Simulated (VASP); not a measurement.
Set up this calculation in VASP 6.6.1, as the native input.

| Property | Result |
| --- | --- |
| Task | band structure |
| Functional | r2SCAN |
| Potentials or basis | VASP PAW PBE potentials, release 64 (Te, Sr_sv) |
| Cutoff | 520 eV |
| k mesh | 8 × 8 × 8 |
| Occupations | gaussian, width 0.03 eV |
| Spin | no spin polarisation |
| Further INCAR settings | ALGO = Normal; EDIFF = 1e-07; NBANDS = 15 |

The structure of SrTe lies in POSCAR:

```
SrTe                                    
1.0
    0.0000000000      3.3076002723      3.3076002723
    3.3076002723      0.0000000000      3.3076002723
    3.3076002723      3.3076002723      0.0000000000
  Te              Sr            
     1     1
Direct
     0.5000000000000000    0.5000000000000000    0.5000000000000000
     0.0000000000000000    0.0000000000000000    0.0000000000000000
```

The cell was built by a generator and needn't be a form met in nature.

These files were run (other wordings do the same):

INCAR

```
SYSTEM = SrTe
ALGO = Normal
EDIFF = 1E-7
ENCUT = 520
ISIF = 2
ISMEAR = 0
LASPH = .True.
LCHARG = .False.
LMIXTAU = .True.
LREAL = .False.
LWAVE = .False.
METAGGA = R2SCAN
NBANDS = 15
NELM = 80
PREC = Accurate
SIGMA = 0.03
```

KPOINTS

```
k-points
0
Gamma
  8 8 8
  0 0 0
```

KPOINTS_OPT

```
explicit points
109
Reciprocal
 0.0000000000  0.0000000000  0.0000000000 1
 0.0555555556  0.0000000000  0.0555555556 1
 0.1111111111  0.0000000000  0.1111111111 1
 0.1666666667  0.0000000000  0.1666666667 1
 0.2222222222  0.0000000000  0.2222222222 1
 0.2777777778  0.0000000000  0.2777777778 1
 0.3333333333  0.0000000000  0.3333333333 1
 0.3888888889  0.0000000000  0.3888888889 1
 0.4444444444  0.0000000000  0.4444444444 1
 0.5000000000  0.0000000000  0.5000000000 1
 0.5000000000  0.0000000000  0.5000000000 1
 0.5000000000  0.0277777778  0.5277777778 1
 0.5000000000  0.0555555556  0.5555555556 1
 0.5000000000  0.0833333333  0.5833333333 1
 0.5000000000  0.1111111111  0.6111111111 1
 0.5000000000  0.1388888889  0.6388888889 1
 0.5000000000  0.1666666667  0.6666666667 1
 0.5000000000  0.1944444444  0.6944444444 1
 0.5000000000  0.2222222222  0.7222222222 1
 0.5000000000  0.2500000000  0.7500000000 1
 0.5000000000  0.2500000000  0.7500000000 1
 0.4861111111  0.2638888889  0.7500000000 1
 0.4722222222  0.2777777778  0.7500000000 1
 0.4583333333  0.2916666667  0.7500000000 1
 0.4444444444  0.3055555556  0.7500000000 1
 0.4305555556  0.3194444444  0.7500000000 1
 0.4166666667  0.3333333333  0.7500000000 1
 0.4027777778  0.3472222222  0.7500000000 1
 0.3888888889  0.3611111111  0.7500000000 1
 0.3750000000  0.3750000000  0.7500000000 1
 0.3750000000  0.3750000000  0.7500000000 1
 0.3333333333  0.3333333333  0.6666666667 1
 0.2916666667  0.2916666667  0.5833333333 1
 0.2500000000  0.2500000000  0.5000000000 1
 0.2083333333  0.2083333333  0.4166666667 1
 0.1666666667  0.1666666667  0.3333333333 1
 0.1250000000  0.1250000000  0.2500000000 1
 0.0833333333  0.0833333333  0.1666666667 1
 0.0416666667  0.0416666667  0.0833333333 1
 0.0000000000  0.0000000000  0.0000000000 1
 0.0000000000  0.0000000000  0.0000000000 1
 0.0555555556  0.0555555556  0.0555555556 1
 0.1111111111  0.1111111111  0.1111111111 1
 0.1666666667  0.1666666667  0.1666666667 1
 0.2222222222  0.2222222222  0.2222222222 1
 0.2777777778  0.2777777778  0.2777777778 1
 0.3333333333  0.3333333333  0.3333333333 1
 0.3888888889  0.3888888889  0.3888888889 1
 0.4444444444  0.4444444444  0.4444444444 1
 0.5000000000  0.5000000000  0.5000000000 1
 0.5000000000  0.5000000000  0.5000000000 1
 0.5138888889  0.4722222222  0.5138888889 1
 0.5277777778  0.4444444444  0.5277777778 1
 0.5416666667  0.4166666667  0.5416666667 1
 0.5555555556  0.3888888889  0.5555555556 1
 0.5694444444  0.3611111111  0.5694444444 1
 0.5833333333  0.3333333333  0.5833333333 1
 0.5972222222  0.3055555556  0.5972222222 1
 0.6111111111  0.2777777778  0.6111111111 1
 0.6250000000  0.2500000000  0.6250000000 1
 0.6250000000  0.2500000000  0.6250000000 1
 0.6111111111  0.2500000000  0.6388888889 1
 0.5972222222  0.2500000000  0.6527777778 1
 0.5833333333  0.2500000000  0.6666666667 1
 0.5694444444  0.2500000000  0.6805555556 1
 0.5555555556  0.2500000000  0.6944444444 1
 0.5416666667  0.2500000000  0.7083333333 1
 0.5277777778  0.2500000000  0.7222222222 1
 0.5138888889  0.2500000000  0.7361111111 1
 0.5000000000  0.2500000000  0.7500000000 1
 0.5000000000  0.2500000000  0.7500000000 1
 0.5000000000  0.2777777778  0.7222222222 1
 0.5000000000  0.3055555556  0.6944444444 1
 0.5000000000  0.3333333333  0.6666666667 1
 0.5000000000  0.3611111111  0.6388888889 1
 0.5000000000  0.3888888889  0.6111111111 1
 0.5000000000  0.4166666667  0.5833333333 1
 0.5000000000  0.4444444444  0.5555555556 1
 0.5000000000  0.4722222222  0.5277777778 1
 0.5000000000  0.5000000000  0.5000000000 1
 0.5000000000  0.5000000000  0.5000000000 1
 0.4861111111  0.4861111111  0.5277777778 1
 0.4722222222  0.4722222222  0.5555555556 1
 0.4583333333  0.4583333333  0.5833333333 1
 0.4444444444  0.4444444444  0.6111111111 1
 0.4305555556  0.4305555556  0.6388888889 1
 0.4166666667  0.4166666667  0.6666666667 1
 0.4027777778  0.4027777778  0.6944444444 1
 0.3888888889  0.3888888889  0.7222222222 1
 0.3750000000  0.3750000000  0.7500000000 1
 0.6250000000  0.2500000000  0.6250000000 1
 0.6111111111  0.2222222222  0.6111111111 1
 0.5972222222  0.1944444444  0.5972222222 1
 0.5833333333  0.1666666667  0.5833333333 1
 0.5694444444  0.1388888889  0.5694444444 1
 0.5555555556  0.1111111111  0.5555555556 1
 0.5416666667  0.0833333333  0.5416666667 1
 0.5277777778  0.0555555556  0.5277777778 1
 0.5138888889  0.0277777778  0.5138888889 1
 0.5000000000  0.0000000000  0.5000000000 1
 0.0000000000  0.0000000000  0.0000000000 1
 0.3750000000  0.3750000000  0.7500000000 1
 0.5000000000  0.5000000000  0.5000000000 1
 0.6250000000  0.2500000000  0.6250000000 1
 0.5000000000  0.2500000000  0.7500000000 1
 0.5000000000  0.0000000000  0.5000000000 1
 0.4000000000  0.0000000000  0.4000000000 1
 0.4250000000  0.0000000000  0.4250000000 1
 0.4500000000  0.0000000000  0.4500000000 1
```

Potentials or basis: VASP PAW PBE potentials, release 64 (Te, Sr_sv).

Launch:

```console
$ cat potpaw_PBE.64/Te/POTCAR potpaw_PBE.64/Sr_sv/POTCAR > POTCAR
$ mpirun -np 1 vasp_std > vasp.out
```

Results of the run:

- Pressure: 1.7 GPa
- Band gap on the k mesh: 2.04 eV, indirect (least direct gap 2.81 eV)
- Band gap along the path: 2.04 eV, indirect (least direct gap 2.81 eV)

Caveat: the PAW data sets were made with another functional, which shifts forces and pressure a little; spin-orbit coupling is left out, which moves the levels of the heavy elements.

Wall time 5.8 min on 1 thread of Intel(R) Xeon(R) Platinum 8259CL CPU @ 2.50GHz (Skylake/Cascade Lake), with other jobs on the host, peak memory 0.23 GiB.
